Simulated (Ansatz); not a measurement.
Write the native input for Ansatz 0.2.0 that does the following.

```yaml
Task: band structure
Functional: HSE06
Potentials_or_basis: Ansatz PAW
Cutoff: "420 eV (not typed: the program's choice for these potentials)"
k_mesh: 8 × 8 × 2
Occupations: fermi-dirac, width 0.05 eV
Spin: no spin polarisation
Path: "[[\"G\", \"M\", \"K\", \"G\", \"A\", \"L\", \"H\", \"A\"], [\"L\", \"M\"], [\"K\", \"H\"]]"
Points_for_each_segment_of_the_path: 4
```

The system is Al2O3.

```
Al O
1.0
     2.88432    0.00000    0.00000
    -1.44216    2.49790    0.00000
     0.00000    0.00000    9.33675
Al O
2 3
Direct
  0.00000 0.00000 0.85001
  0.00000 0.00000 0.14999
  0.33333 0.66667 0.77768
  0.66667 0.33333 0.00000
  0.33333 0.66667 0.22232
```

Measurements of this composition are mostly on another form, of space group No. 167.

The input as run:

input

```
crystal:
  lattice:
    - [2.8843249483, 0.0, 0.0]
    - [-1.4421624742, 2.497898678, 0.0]
    - [0.0, 0.0, 9.33675446]
  atoms:
    - { symbol: Al, position: [0.0, 0.0, 0.85000767] }
    - { symbol: Al, position: [0.0, 0.0, 0.14999233] }
    - { symbol: O, position: [0.3333333333, 0.6666666667, 0.77768308] }
    - { symbol: O, position: [0.6666666667, 0.3333333333, 0.0] }
    - { symbol: O, position: [0.3333333333, 0.6666666667, 0.22231692] }
hamiltonian:
  xc: hse06
  pseudopotentials: { kind: paw }
kpoints:
  mp_grid: { grid: [8, 8, 2] }
  band_path:
    path:
      - [[0.0, 0.0, 0.0], [0.5, 0.0, 0.0], [0.3333333333, 0.3333333333, 0.0], [0.0, 0.0, 0.0], [0.0, 0.0, 0.5], [0.5, 0.0, 0.5], [0.3333333333, 0.3333333333, 0.5], [0.0, 0.0, 0.5]]
      - [[0.5, 0.0, 0.5], [0.5, 0.0, 0.0]]
      - [[0.3333333333, 0.3333333333, 0.0], [0.3333333333, 0.3333333333, 0.5]]
    npoints: 4
scf:
  occupations: { method: fermi_dirac, width: 0.05 }
  n_extra_bands: 12
output:
  forces: true
  stress: true
  eigenvalues: true
  fatbands: false
```

It gave:

| Item | Value |
| --- | --- |
| Pressure | -5.1 GPa |
| Largest force | 0.433 eV/Å |
| Band gap on the k mesh | 6.54 eV, indirect (least direct gap 6.75 eV) |
| Band gap along the path | 6.53 eV, indirect (least direct gap 6.75 eV) |

Caveat: the pressure holds a Pulay correction of +0.4 GPa for the finite cutoff; the PAW data sets come from PBE, with cores solved anew for the run's functional, which leaves a small shift of forces and pressure; the thresholds are loose for stress.

Wall time 79 s on 1 × NVIDIA H100 80GB HBM3 with 2 threads of AMD EPYC 7R13 Processor (Zen 3), with other jobs on the host, peak memory 2 GiB.
